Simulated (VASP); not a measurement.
## VASP inputs for CaO (CsCl)

INCAR, step 1 (PBE orbitals to start from)

```
NELM = 120
PREC = Accurate
NBANDS = 15
ENCUT = 520
LCHARG = .FALSE.
SIGMA = 0.01
EDIFF = 1E-5
ISMEAR = 0
GGA = PE
LREAL = .FALSE.
LASPH = .TRUE.
LWAVE = .TRUE.
```

INCAR, step 2

```
AEXX = 0.25
EDIFF = 1E-7
NELM = 120
NSW = 0
NBANDS = 15
ALGO = Normal
ISIF = 2
ENCUT = 520
LHFCALC = .TRUE.
LASPH = .TRUE.
PRECFOCK = Fast
ISMEAR = 0
GGA = PE
SIGMA = 0.01
LCHARG = .FALSE.
HFSCREEN = 0.2079
LREAL = .FALSE.
IBRION = -1
LWAVE = .FALSE.
PREC = Accurate
ISTART = 1
```

KPOINTS

```
KPOINTS created by Atomic Simulation Environment
0
Gamma
6 6 6
0 0 0
```

KPOINTS_OPT

```
special points
4
Reciprocal
0.0000000000 0.0000000000 0.0000000000 1
0.0000000000 0.5000000000 0.0000000000 1
0.5000000000 0.5000000000 0.0000000000 1
0.5000000000 0.5000000000 0.5000000000 1
```

POSCAR

```
Ca O
 1.0000000000000000
     2.9032089642333831    0.0000000000000000   -0.0000000000000000
    -0.0000000000000000    2.9032089642333831    0.0000000000000000
    -0.0000000000000000    0.0000000000000000    2.9032089642333831
 Ca  O
   1   1
Cartesian
  0.0000000000000000 -0.0000000000000000 -0.0000000000000000
  1.4516044821166916  1.4516044821166916  1.4516044821166916
```

VASP ran with the recommended PBE PAW datasets (16 valence electrons in the cell).

Question: Estimate the main results of this run.

Answer: gap between bands v and c 4.47 eV; least direct gap 4.82 eV; pressure 1.3 GPa.

Band v is the last that the valence electrons fill when counted band by band, and c is the next. Levels in eV from the top of v:

| point | v−1 | v | c | c+1 |
| --- | --- | --- | --- | --- |
| Γ | -0.35 | -0.35 | 4.47 | 4.47 |
| X | -0.84 | -0.84 | 5.63 | 9.24 |
| M | -2.35 | 0.00 | 5.63 | 6.55 |
| R | -3.68 | -3.68 | 10.10 | 10.10 |
